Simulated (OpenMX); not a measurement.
BaTe:

```xyz
2
Lattice="0.0000 3.4100 3.4100 3.4100 0.0000 3.4100 3.4100 3.4100 0.0000" Properties=species:S:1:pos:R:3 pbc="T T T"
Ba    0.0000    0.0000    0.0000
Te    3.4100    3.4100    3.4100
```

- Program: OpenMX 3.8.5
- Task: single point
- Functional: PBE
- Potentials or basis: OpenMX 2013 PBE set, Ba10.0-s3p2d2, Te7.0-s3p2d2f1, grid cutoff 500 Ry
- k mesh: 7 × 7 × 7
- Occupations: fermi-dirac, width 0.05 eV
- Spin: no spin polarisation

On this cell: pressure 4.8 GPa; largest force zero by symmetry; band gap on the k mesh 1.34 eV, indirect (least direct gap 1.74 eV).

The same run follows on a disturbed copy (atoms moved at random, drawn with an rms of 0.05 Å):

```
Ba Te
1.0
     0.00000    3.41000    3.41000
     3.41000    0.00000    3.41000
     3.41000    3.41000    0.00000
Ba Te
1 1
Cartesian
  -0.0009 -0.0387 0.0102
  3.4344 3.4498 3.4255
```

Problem. What does the disturbed cell give?

Solution. The energy moves by +5.9 meV/atom; pressure 4.8 GPa; largest force 0.285 eV/Å; band gap on the k mesh 1.36 eV, indirect (least direct gap 1.75 eV).

Forces on the atoms (eV/Å):
```
Ba   0.085  0.271  0.017
Te  -0.092 -0.269 -0.006
```

Caveats: spin-orbit coupling is left out, which moves the levels of the heavy elements; an odd mesh through Γ misses points on the zone boundary, where band edges often lie; the basis of atomic orbitals isn't converged, which shifts pressures, moduli and gaps.
